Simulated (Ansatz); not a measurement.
# VH (Fm-3m) in Ansatz: convergence with smearing width

Aim: find how far smearing width must go before the results for VH settle, at LDA. This setting moves, with any that are tied to it; all else stays.

Program: Ansatz 0.2.0. These are calculated values, not measurements. Logs are shortened: lines on timing, memory, paths and dates and some standing lists are left out, and cuts for length are marked.

## 1. The structure

It takes space group Fm-3m (No. 225, cubic). Conventional cell: a = 3.928 Å, b = 3.928 Å, c = 3.928 Å, α = 90.00°, β = 90.00°, γ = 90.00°. V (site symmetry m-3m) has 6 H at 1.96 Å as nearest neighbours. H (site symmetry m-3m) is surrounded by 6 V at 1.96 Å.

The cell comes from a database or a generator and needn't be the stable form of this composition.

## 2. With smearing width 0.3 eV

input.yaml reads:

```yaml
crystal:
  lattice:
    - [0.0, 1.96375358, 1.96375358]
    - [1.96375358, 0.0, 1.96375358]
    - [1.96375358, 1.96375358, 0.0]
  atoms:
    - { symbol: V, position: [0.0, 0.0, 0.0], spin: 2.0 }
    - { symbol: H, position: [0.5, 0.5, 0.5] }
hamiltonian:
  xc: lda
  pseudopotentials: { kind: paw }
magnetization:
  spin_polarized: true
kpoints:
  mp_grid: { grid: [10, 10, 10] }
scf:
  occupations: { method: fermi_dirac, width: 0.3 }
output:
  forces: true
  stress: true
  eigenvalues: true
```

Potentials or basis: Ansatz PAW.

Run with:

```console
> ansatz run input.yaml --threads 2 --pin off --max-ram 5632MiB --backend cpu --events-out ev --progress --plain --runs-dir out
```

The log of the run:

```text
Warning: RAYON_NUM_THREADS=2 ignored (pool sized by the plan → 2); use --threads N
Engine: ansatz 0.2.0, aarch64-unknown-linux-gnu
Pseudopotentials: kind: paw
Pseudopotential: V, paw, valence charge 13, recommended cutoff 420 eV (normal), V.paw.azcp
Pseudopotential: H, paw, valence charge 1, recommended cutoff 420 eV (normal), H.paw.azcp
Functional definition: SPW92
  exchange = slater_x
  correlation = pw_c
Crystal: 2 atoms, lattice volume = 15.146 Å³
Basis set: ecut = 420 eV, 307 PW (Γ)
Bands: 12, of which v1, the nominal top of the filled ones, is band 7 counted from 1 (6 counted from 0)
Symmetry: 48 space group operations
Space group: Fm-3m (ITA 225), of the structure as read, at distance tolerance 2.5e-5 Å
Magnetic group: BNS 225.116 (UNI 1618), of the structure as read, at distance tolerance 2.5e-5 Å
k-points: 47 of 1000
Non-local potential: V, projectors of the file, l = 0: 3, l = 1: 2, l = 2: 3, l = 3: 1
Non-local potential: H, projectors of the file, l = 0: 2, l = 1: 1
PAW form: soft (Blöchl's): semilocal exchange-correlation on the pseudo side does not see the compensation charge
PAW frozen core: V, regenerated for the run's functional, and the local potential with it (the file was generated under x = pbe(κ = 0.804, μ = 0.2195149727645171), c = pbe(β = 0.06672455060314922))
PAW one-centre angular grid: V, 590 points (default); XC on 64 Gauss nodes
PAW one-centre angular grid: H, 110 points (default); XC on 64 Gauss nodes
Initial density: superposition of atomic densities (chi_scale 0.1, normalization cell)
Starting moments: Σ|m| = 2 μB on 1 of 2 sites
Initial wavefunctions: pseudopotential atomic-orbital guess
Functional: x = slater, c = lda
SCF iter   1: F=—  HF=-2878.119545 eV  |F-HF|=—  |Δ(HF+E_count)|=         —  Δρ=1.88e-1 (↑1.88e-1 ↓8.95e-2)  dr2=2.24e0  dr2_m=2.47e0  M=0.133 μB ∫|m|=0.137 μB  β_m=0.30  ethr=3.10e-3  ⟨swp⟩=3.6  Hψ=5254  notcnv=0
Mixer restart at iter 1: flushing history
preconditioner: auto → none  [metal: Δε(μ)=0.010 eV  Ē_g=9.135 eV  σ=0.300 eV  W_gap=0.01  n_scr=0 (ndim 8)  ℏωp=23.4 eV  f_vac=0.000  D(μ)=1.13/eV (n_scr^D=14)]
SCF iter   2: F=—  HF=-2876.530423 eV  |F-HF|=—  |Δ(HF+E_count)|=    1.59e0  Δρ=9.49e-2 (↑9.49e-2 ↓8.76e-2)  dr2=8.52e-2  dr2_m=1.13e0  M=0.174 μB ∫|m|=0.177 μB  β_m=0.44  ethr=3.10e-3  ⟨swp⟩=2.7  Hψ=2958  notcnv=0
SCF iter   3: F=—  HF=-2876.640168 eV  |F-HF|=—  |Δ(HF+E_count)|=   1.10e-1  Δρ=4.04e-2 (↑3.91e-2 ↓4.04e-2)  dr2=2.60e-3  dr2_m=2.17e-1  M=0.116 μB ∫|m|=0.118 μB  β_m=0.57  ethr=6.09e-4  ⟨swp⟩=2.6  Hψ=2141  notcnv=0
SCF iter   4: F=—  HF=-2876.773337 eV  |F-HF|=—  |Δ(HF+E_count)|=   1.33e-1  Δρ=4.91e-3 (↑3.49e-3 ↓4.91e-3)  dr2=3.07e-3  dr2_m=1.73e-3  M=0.024 μB ∫|m|=0.025 μB  β_m=0.74  ethr=1.86e-5  ⟨swp⟩=2.0  Hψ=2132  notcnv=0
SCF iter   5: F=—  HF=-2876.775080 eV  |F-HF|=—  |Δ(HF+E_count)|=   1.74e-3  Δρ=1.13e-3 (↑5.01e-4 ↓1.13e-3)  dr2=7.21e-5  dr2_m=8.39e-5  M=-0.001 μB ∫|m|=0.001 μB  β_m=0.77  ethr=1.86e-5  ⟨swp⟩=2.0  Hψ=1544  notcnv=0
SCF iter   6: F=—  HF=-2876.775224 eV  |F-HF|=—  |Δ(HF+E_count)|=   1.43e-4  Δρ=1.12e-4 (↑1.12e-4 ↓8.49e-5)  dr2=1.94e-6  dr2_m=7.51e-7  M=0.001 μB ∫|m|=0.001 μB  β_m=0.89  ethr=5.15e-7  ⟨swp⟩=2.5  Hψ=2027  notcnv=0
SCF iter   7: F=—  HF=-2876.775226 eV  |F-HF|=—  |Δ(HF+E_count)|=   2.49e-6  Δρ=5.40e-5 (↑5.40e-5 ↓1.92e-5)  dr2=4.50e-7  dr2_m=1.21e-7  M=0.000 μB ∫|m|=0.000 μB  β_m=0.93  ethr=1.39e-8  ⟨swp⟩=2.6  Hψ=1717  notcnv=0
SCF iter   8: F=—  HF=-2876.775226 eV  |F-HF|=—  |Δ(HF+E_count)|=   9.08e-8  Δρ=1.07e-5 (↑1.07e-5 ↓3.06e-6)  dr2=1.73e-8  dr2_m=4.63e-9  M=0.000 μB ∫|m|=0.000 μB  β_m=0.96  ethr=3.21e-9  ⟨swp⟩=2.3  Hψ=1517  notcnv=0
SCF iter   9: F=—  HF=-2876.775226 eV  |F-HF|=—  |Δ(HF+E_count)|=   5.97e-9  Δρ=6.27e-7 (↑6.27e-7 ↓5.71e-7)  dr2=2.15e-10  dr2_m=1.17e-12  M=-0.000 μB ∫|m|=0.000 μB  β_m=0.98  ethr=1.24e-10  ⟨swp⟩=2.6  Hψ=1710  notcnv=0
SCF iter  10: F=-2876.775226 eV  HF=-2876.775226 eV  |F-HF|=3.18e-12  |Δ(HF+E_count)|=  1.04e-10  Δρ=1.36e-7 (↑1.36e-7 ↓4.05e-8)  dr2=4.06e-12  dr2_m=4.63e-13  M=0.000 μB ∫|m|=0.000 μB  ethr=1.53e-12  ⟨swp⟩=1.0  Hψ=3160  notcnv=0
SCF 1 converged in 10 iterations: F = -2876.775226 eV  dr2 = 4.06e-12
WARN: the starting moments were not kept: the SCF closed with an absolute magnetisation of 8.5e-7 μB, where they sum to 2 μB in size (1 site). That is at most 0.1 of that sum. Measured as dr2_m measures the in/out step, that magnetisation stands 5.3e-13 eV from none, at or under the dr2_threshold of 1.0e-7 eV: it is no larger than a step whose dr2_m would equal this threshold. The system may hold no moment; this SCF shows only that its start led to no more than that. To try another start: raise the starting moments (crystal.atoms[].spin, magnetization.per_species, magnetization.initial_magnetization, or on a non-collinear deck that types none of these the spinor_matrix: blocks that start its atoms; where the total moment is fixed, keep their sum and leave initial_magnetization as it is; typed ones take the place of any that the run laid by itself, positive ones on a crystal's lanthanoids without a Hubbard term where scf.initial_density.shell_occupations: [] is typed) or, if the notice of its spin-set hold's release reads "site moments contracting" or "site moments show no strong build", lengthen the hold (scf.mixing.spin_hold: { on: { confirm: 4 } }; for m-r²SCAN on two components see the key's manual first). Each may lead to a state that holds a moment. A second SCF, from the converged charge density, with the starting moments and any scf.initial_density.shell_occupations laid on it anew, would have followed, and was not run: the deck does not ask for one (magnetization.retry_lost_moments is false, the default). To let it run, set magnetization.retry_lost_moments: true and run the deck again, where that key's refused combinations let it; where memory then withholds it, that run's warning says so.
SCF converged after 10 iterations
Magnetization: 0.0000 μB (7.0000 up, 7.0000 down)
Absolute magnetization: 0.0000 μB (∫|ρ↑−ρ↓|, with the PAW one-centre terms)
Spin contamination: 0.0000 ħ² per cell (⟨S²⟩ above its minimum at these occupations)
Per-site moments (μB) at R_I (Å): [(6.158858796766967e-7, 0.81004835175), (2.305879304743395e-8, 0.81004835175)]
Free energy (F): -2876.775226 eV
Harris-Foulkes:  -2876.775226 eV  (|F-HF|=3.18e-12)
Internal energy: -2876.305876 eV  (E = F + TS)
E sigma→0 (E₀):  -2876.540551 eV
Entropy (-TS):   -0.469350 eV (-234.675 meV/atom)
Fermi energy:    15.867260 eV
--- Per-component energies (eV) ---
  E_band       = -149.113630
  E_kinetic    = 351.787212
  E_local      = -929.508075  (includes V_loc(G=0)·N_el)
  E_nonlocal   = -39.180000
  E_hartree    = 422.707951
  E_xc         = -139.152346
  E_vxc        = -177.708283  (∫ρ·V_xc dr)
  E_paw        = -1062.538234  (= ΣΔE_a)
  E_vpaw       = -199.919696  (= ΣTr[D̂ρ^β])
  E_aug_tail   = -0.000771  (compensation charges beyond the density's cutoff)
  E_ewald      = -1480.767763
  E_core_change = 0.346150  (= ΣΔE_core)
  E_smearing   = -0.469350  (= −TS)
  E_closure    = 0.000000  (closes the sum)
  Σ components = -2876.775226   (vs F -2876.775226, Δ=0.00e0)
--- Forces (eV/Å), atoms counted from 1 ---
  atom   1  V     -0.00000000     0.00000000     0.00000000
  atom   2  H      0.00000000     0.00000000     0.00000000
  max |Σ_I F_I| component: 6.25e-31 eV/Å
--- Stress (GPa, compression-positive) ---
       -6.811707      -0.000000      -0.000000
       -0.000000      -6.811707       0.000000
        0.000000       0.000000      -6.811707
  P = ⅓ Tr σ = -6.8117 GPa (-68.117 kbar)
--- Band table (eV; the first three rows and the last of 94) ---
  k-point 0 ↑: bands = ["-47.5777", "-21.3841", "-21.3841", "-21.3841", "5.4048", "15.8066", "15.8066", "15.8066", "17.2802", "17.2802", "28.6733", "32.4640"]
  k-point 1 ↑: bands = ["-47.5655", "-21.4532", "-21.3922", "-21.3922", "5.7202", "15.6007", "15.9153", "15.9153", "17.1939", "17.1939", "27.3227", "32.5142"]
  k-point 2 ↑: bands = ["-47.5334", "-21.6317", "-21.4135", "-21.4135", "6.6149", "15.0258", "16.0130", "16.0130", "17.2045", "17.2045", "25.2224", "31.6629"]
  k-point 46 ↓: bands = ["-47.4071", "-21.8801", "-21.7596", "-21.6378", "9.1112", "14.0116", "15.0268", "16.8895", "18.8778", "21.9498", "22.3985", "24.3965"]
```

Wall time 0.98 s (2 threads of Arm Neoverse V2, shared host); peak memory 0.27 GiB.

Results:

* Free energy: -2876.7752 eV
* Pressure: -6.8 GPa
* Band gap on the k mesh: none (metal or under the smearing width)
* Net moment: 0.00 μB per cell
* Absolute moment: 0.00 μB per cell

## 3. With smearing width 0.2 eV

Changes to input.yaml since step 2:

```diff
@@ -16,3 +16,3 @@
 scf:
-  occupations: { method: fermi_dirac, width: 0.3 }
+  occupations: { method: fermi_dirac, width: 0.2 }
 output:
```

Potentials or basis: Ansatz PAW.

Run with:

```console
> ansatz run input.yaml --threads 2 --pin off --max-ram 5632MiB --backend cpu --events-out ev --progress --plain --runs-dir out
```

Run time: 0.97 s. Hardware: 2 threads of Arm Neoverse V2, shared host; peak memory 0.26 GiB.

What came out:

```
Free energy            : -2876.6440 eV
Pressure               : -8.3 GPa
Band gap on the k mesh : none (metal or under the smearing width)
Net moment             : 0.00 μB per cell
Absolute moment        : 0.00 μB per cell
```

## 4. With smearing width 0.15 eV

Changes to input.yaml since step 3:

```diff
@@ -16,3 +16,3 @@
 scf:
-  occupations: { method: fermi_dirac, width: 0.2 }
+  occupations: { method: fermi_dirac, width: 0.15 }
 output:
```

Run with:

```console
> ansatz run input.yaml --threads 2 --pin off --max-ram 5632MiB --backend cpu --events-out ev --progress --plain --runs-dir out
```

Wall time 0.96 s (2 threads of Arm Neoverse V2, shared host); peak memory 0.27 GiB.

Results:

```yaml
Free_energy: -2876.5981 eV
Pressure: -8.7 GPa
Band_gap_on_the_k_mesh: none (metal or under the smearing width)
Net_moment: 0.00 μB per cell
Absolute_moment: 0.00 μB per cell
```

## 5. With smearing width 0.1 eV

Changes to input.yaml since step 4:

```diff
@@ -16,3 +16,3 @@
 scf:
-  occupations: { method: fermi_dirac, width: 0.15 }
+  occupations: { method: fermi_dirac, width: 0.1 }
 output:
```

Run with:

```console
> ansatz run input.yaml --threads 2 --pin off --max-ram 5632MiB --backend cpu --events-out ev --progress --plain --runs-dir out
```

Wall time 0.95 s (2 threads of Arm Neoverse V2, shared host); peak memory 0.27 GiB.

Results:

```
Free energy            : -2876.5658 eV
Pressure               : -9.0 GPa
Band gap on the k mesh : none (metal or under the smearing width)
Net moment             : 0.00 μB per cell
Absolute moment        : 0.00 μB per cell
```

## 6. With smearing width 0.05 eV

Changes to input.yaml since step 5:

```diff
@@ -16,3 +16,3 @@
 scf:
-  occupations: { method: fermi_dirac, width: 0.1 }
+  occupations: { method: fermi_dirac, width: 0.05 }
 output:
```

Potentials or basis: Ansatz PAW.

Run with:

```console
> ansatz run input.yaml --threads 2 --pin off --max-ram 5632MiB --backend cpu --events-out ev --progress --plain --runs-dir out
```

It took 0.93 s on 2 threads of Arm Neoverse V2, shared host; peak memory 0.26 GiB.

It converged, with:

```
Free energy            : -2876.5477 eV
Pressure               : -9.2 GPa
Band gap on the k mesh : none (metal or under the smearing width)
Net moment             : 0.00 μB per cell
Absolute moment        : 0.00 μB per cell
```

## 7. With smearing width 0.025 eV

Changes to input.yaml since step 6:

```diff
@@ -16,3 +16,3 @@
 scf:
-  occupations: { method: fermi_dirac, width: 0.05 }
+  occupations: { method: fermi_dirac, width: 0.025 }
 output:
```

Run with:

```console
> ansatz run input.yaml --threads 2 --pin off --max-ram 5632MiB --backend cpu --events-out ev --progress --plain --runs-dir out
```

It took 0.97 s on 2 threads of Arm Neoverse V2, shared host; peak memory 0.27 GiB.

It converged, with:

- Free energy: -2876.5440 eV
- Pressure: -9.2 GPa
- Band gap on the k mesh: none (metal or under the smearing width)
- Net moment: 0.00 μB per cell
- Absolute moment: 0.00 μB per cell

## 8. With smearing width 0.01 eV

Changes to input.yaml since step 7:

```diff
@@ -16,3 +16,3 @@
 scf:
-  occupations: { method: fermi_dirac, width: 0.025 }
+  occupations: { method: fermi_dirac, width: 0.01 }
 output:
```

Run with:

```console
> ansatz run input.yaml --threads 2 --pin off --max-ram 5632MiB --backend cpu --events-out ev --progress --plain --runs-dir out
```

Wall time 1 s (2 threads of Arm Neoverse V2, shared host); peak memory 0.27 GiB.

The run converged. Its results:

```
Free energy            : -2876.5434 eV
Pressure               : -9.2 GPa
Band gap on the k mesh : none (metal or under the smearing width)
Net moment             : 0.00 μB per cell
Absolute moment        : 0.00 μB per cell
```

## 9. With smearing width 0.005 eV

Changes to input.yaml since step 8:

```diff
@@ -16,3 +16,3 @@
 scf:
-  occupations: { method: fermi_dirac, width: 0.01 }
+  occupations: { method: fermi_dirac, width: 0.005 }
 output:
```

Potentials or basis: Ansatz PAW.

Run with:

```console
> ansatz run input.yaml --threads 2 --pin off --max-ram 5632MiB --backend cpu --events-out ev --progress --plain --runs-dir out
```

It took 1.1 s on 2 threads of Arm Neoverse V2, shared host; peak memory 0.27 GiB.

The run converged. Its results:

```
Free energy            : -2876.5433 eV
Pressure               : -9.3 GPa
Band gap on the k mesh : none (metal or under the smearing width)
Net moment             : 0.00 μB per cell
Absolute moment        : 0.00 μB per cell
```

## 10. Result

```tsv
smearing width	energy less the tightest run, at zero smearing (meV/atom)	pressure (GPa)	SCF cycles	CPU time (s)	peak memory (GiB)
0.3 eV	1.33	-6.81	10	1.7	0.27
0.2 eV	2.25	-8.26	10	1.6	0.26
0.15 eV	1.95	-8.74	10	1.6	0.27
0.1 eV	1.32	-9.03	10	1.6	0.27
0.05 eV	0.47	-9.17	9	1.6	0.26
0.025 eV	0.07	-9.22	10	1.7	0.27
0.01 eV	-0.02	-9.24	10	1.7	0.27
0.005 eV	0.00	-9.25	11	1.8	0.27
```

Against the tightest run, the energy stays within 1 meV/atom from 0.05 eV on; the pressure stays within 0.1 GPa from 0.05 eV on. Narrower smearing needs a denser k mesh, so at a fixed mesh the narrowest width isn't the most accurate. The tightest run that finished is the yardstick and may itself not be fully converged.

Caveats: the PAW data sets come from PBE, with cores solved anew for the run's functional, which leaves a small shift of forces and pressure; the starting moments weren't kept.
